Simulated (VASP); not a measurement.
# Sb: relaxation of cell and atoms with LDA

Sb:

```
Sb
1.0
     3.12240    0.00000    0.00000
     0.00000    4.34752    0.00000
    -0.03891    0.00000    4.40585
Sb
2
Direct
  0.01139 0.25000 0.24117
  0.98861 0.75000 0.75883
```

This isn't the form of Sb at room conditions, which is rhombohedral.

```yaml
Program: VASP 6.6.1
Task: relaxation of cell and atoms
Functional: LDA
Potentials_or_basis: VASP PAW LDA potentials, release 64 (Sb)
Cutoff: 600 eV
k_mesh: 9 × 6 × 6
Occupations: fermi-dirac, width 0.05 eV
Spin: no spin polarisation
Target_pressure: 30 GPa
Further_INCAR_settings: ALGO = Normal; EDIFF = 1e-06; IBRION = 2; EDIFFG = -0.01; NSW = 40; ISIF = 3
Target_pressure: 30 GPa
```

```yaml
Relaxed_volume: 21.87 Å³/atom
Relaxed_cell: a = 2.789 Å, b = 3.759 Å, c = 4.172 Å, α = 90.00°, β = 89.90°, γ = 90.00°
Space_group_after_relaxing_to_0.05_Å: Pmmn (No. 59)
Energy_change_on_relaxing_the_enthalpy_is_what_falls: +445.8 meV/atom
Ionic_steps: 25
Pressure_after_relaxing: 30.0 GPa
Largest_force_after_relaxing: 0.010 eV/Å
Band_gap_on_the_k_mesh: none (metal or under the smearing width)
```

Forces in eV/Å, atoms in the order of the input:
```
Sb  -0.004  0.000  0.009
Sb   0.004  0.000 -0.009
```

The path:
```tsv
step	energy change (eV)	largest force (eV/Å)	pressure (GPa)	volume (Å³)
1	0.0000	0.0434	-3.19	59.81
2	29.7341	4.7612	652.80	20.62
3	0.3368	0.4774	16.18	47.90
4	0.5363	0.5736	21.47	46.19
5	0.9175	0.7307	30.63	43.83
6	0.8636	0.7100	29.39	44.12
7	0.8727	0.1266	29.86	43.91
8	0.8745	0.0964	29.90	43.90
9	0.8896	0.0486	30.29	43.80
10	0.8912	0.0622	30.33	43.79
11	0.8514	0.0840	29.42	44.00
12	0.8381	0.0900	29.11	44.07
13	0.8416	0.0841	29.19	44.04
14	0.8542	0.0645	29.46	43.96
15	0.8846	0.0622	29.91	43.79
16	0.9665	0.0201	31.05	43.37
17	0.9019	0.0525	30.15	43.70
18	0.8922	0.0575	30.01	43.75
19	0.8903	0.0356	29.98	43.75
20	0.8897	0.0263	29.97	43.76
21	0.8918	0.0151	30.01	43.74
22	0.8957	0.0066	30.09	43.72
23	0.8902	0.0129	29.95	43.75
24	0.8905	0.0125	29.95	43.75
25	0.8916	0.0095	29.96	43.75
```

Final structure:
```
CELL_PARAMETERS angstrom
2.78908 0.00000 0.01442
0.00000 3.75908 0.00000
-0.01453 0.00000 4.17242
ATOMIC_POSITIONS crystal
Sb 0.01143 0.25000 0.24990
Sb 0.98857 0.75000 0.75010
```

Levels at points of the mesh, in eV from the Fermi level:
```tsv
k point	band 1	band 2	band 3	band 4	band 5	band 6	band 7	band 8	band 9
(0.00, 0.00, 0.00)	-15.30	-7.63	-5.93	-4.29	1.08	3.75	4.05	4.18	7.19
(0.00, 0.50, 0.00)	-12.67	-12.67	-2.74	-2.74	-2.05	-2.05	6.72	6.72	9.55
(0.00, 0.00, 0.50)	-13.10	-13.10	-1.65	-1.65	-0.50	-0.50	6.33	6.34	6.90
(0.00, 0.50, 0.50)	-11.55	-11.55	-8.06	-8.06	6.38	6.38	7.26	7.26	9.29
```

Wall time 4.1 min on 1 thread of Intel(R) Xeon(R) 6975P-C (Granite Rapids), on a shared host, peak memory 0.22 GiB.

Caveat: the cell is relaxed towards a set pressure, so the enthalpy falls and the energy may rise; the volume moved by over 15 % at a fixed basis, so the end points are rough. The run has no spin-orbit coupling, so splittings on Sb are missing.
